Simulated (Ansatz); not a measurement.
GaAs under changes of volume

One of the cells (22.590 Å³/atom); the others are scaled copies at fixed shape and fractional positions:

```
CELL_PARAMETERS angstrom
0.00000 2.82685 2.82685
2.82685 0.00000 2.82685
2.82685 2.82685 0.00000
ATOMIC_POSITIONS crystal
As 0.75000 0.75000 0.75000
Ga 0.00000 0.00000 0.00000
```

```yaml
Program: Ansatz 0.2.0
Functional: r2SCAN
Dispersion: D3(BJ)
Potentials_or_basis: Ansatz PAW
Cutoff: "500 eV (not typed: the program's choice for these potentials)"
k_mesh: 8 × 8 × 8
Occupations: fermi-dirac, width 0.05 eV
Spin: no spin polarisation
```

```tsv
volume (Å³/atom)	energy over the lowest point (meV/atom)	pressure (GPa)	gap on the mesh (eV)
21.234	15.80	4.6	1.52
21.686	5.58	2.7	1.35
22.138	0.50	1.0	1.18
22.590	0.00	-0.6	1.02
23.041	3.60	-1.9	0.86
23.493	10.86	-3.2	0.70
23.945	?	?	?
```

**Question.** What does the run at 23.945 Å³/atom give?

**Answer.** Energy over the lowest point 21.39 meV/atom; pressure -4.3 GPa; gap on the mesh 0.55 eV.

Worked out: A Birch-Murnaghan fit of order 3 (a polynomial in V^(-2/3)) to the other rows has its minimum at 22.41 Å³/atom with B0 = V·E''(V) = 75 GPa and B' = 4.6. It gives 21.40 meV/atom at 23.945 Å³/atom, against the run's 21.39, and -dE/dV = -4.3 GPa, against -4.3. A straight line through the other rows of the gap, of slope -8.1 eV per unit of ln V (its deformation potential), extrapolates to 0.55 eV, against the run's 0.55.

Energies are extrapolated to zero smearing.

Caveats: the PAW data sets come from PBE, with cores solved anew for the run's functional, which leaves a small shift of forces and pressure; the dispersion damping was fitted for another functional or another form of the correction.

A mesh can miss the band edges. Spin-orbit coupling on As, Ga is left out.
